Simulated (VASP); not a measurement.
BN: single point with PBE

Crystal: BN.

```
CELL_PARAMETERS angstrom
0.00000 1.84833 1.84833
1.84833 0.00000 1.84833
1.84833 1.84833 0.00000
ATOMIC_POSITIONS crystal
B 0.00000 0.00000 0.00000
N 0.25000 0.25000 0.25000
```

The cell isn't the ideal one: a relaxed cell with its volume scaled by 1.06.

```yaml
Program: VASP 6.6.1
Task: single point
Functional: PBE
Potentials_or_basis: VASP PAW PBE potentials, release 64 (B, N)
Cutoff: 520 eV
k_mesh: 6 × 6 × 6
Occupations: gaussian, width 0.02 eV
Spin: no spin polarisation
Further_INCAR_settings: ALGO = Fast; EDIFF = 1e-07; NBANDS = 11
```

The pressure is -19.5 GPa and the band gap on the k mesh is 4.38 eV, indirect (least direct gap 8.50 eV).

Levels at points of the mesh, in eV from the valence-band top:
| k point | band 1 | band 2 | band 3 | band 4 | band 5 | band 6 | band 7 | band 8 | band 9 |
| --- | --- | --- | --- | --- | --- | --- | --- | --- | --- |
| (0.00, 0.00, 0.00) | -19.49 | 0.00 | 0.00 | 0.00 | 8.50 | 8.50 | 8.50 | 9.28 | 23.51 |
| (0.50, 0.00, 0.00) | -15.59 | -10.09 | -1.82 | -1.82 | 9.29 | 10.33 | 10.33 | 14.57 | 22.53 |
| (0.50, 0.50, 0.00) | -14.31 | -8.49 | -4.58 | -4.58 | 4.38 | 8.85 | 16.91 | 16.91 | 19.69 |

Wall time 3 s on 1 thread of Intel(R) Xeon(R) Platinum 8259CL CPU @ 2.50GHz (Skylake/Cascade Lake), on a shared host, peak memory 0.12 GiB.

Caveat: the k mesh is coarse (spacing up to 0.49 Å⁻¹), so the values aren't converged; so large a pressure means that the cell lies far from this level's equilibrium, or that cutoff or potentials fall short. A k mesh can miss the band edges.
